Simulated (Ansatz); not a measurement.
## Structures of SrO: which is lowest?

Plane-wave DFT in Ansatz with scalar-relativistic PAW potentials, cutoff 500 eV, Γ-centred meshes chosen by cell and gap, Gaussian smearing with energies taken to zero width. Every cell was relaxed (cell and atoms) in a run of its own, within the symmetry of its start. Functional: r2SCAN.

Relaxed structures (starts from databases or built by putting these elements on another compound's sites):
A. Fm-3m, 2 atoms in the computed cell, a = 5.161 Å; sites (symmetry × multiplicity) Sr m-3m × 4, O m-3m × 4; start: database
B. P4_2/mnm, 8 atoms in the computed cell, a = 6.637 Å, c = 4.103 Å; sites (symmetry × multiplicity) Sr m.2m × 4, O m.2m × 4; start: built

Q: Rank them by energy. Could pressure change the order?

A:
```tsv
structure	group	E − E(lowest) (meV/atom)	V (Å³/atom)	gap on mesh (eV)
A	Fm-3m	0.0	17.18	3.80
B	P4_2/mnm	192	22.59	2.67
```

A is lowest, 192 meV/atom under B. The lowest is also the densest of these, so pressure wouldn't bring one of the others in at first order. Other structures may lie lower than all of these, and vibrations aren't counted.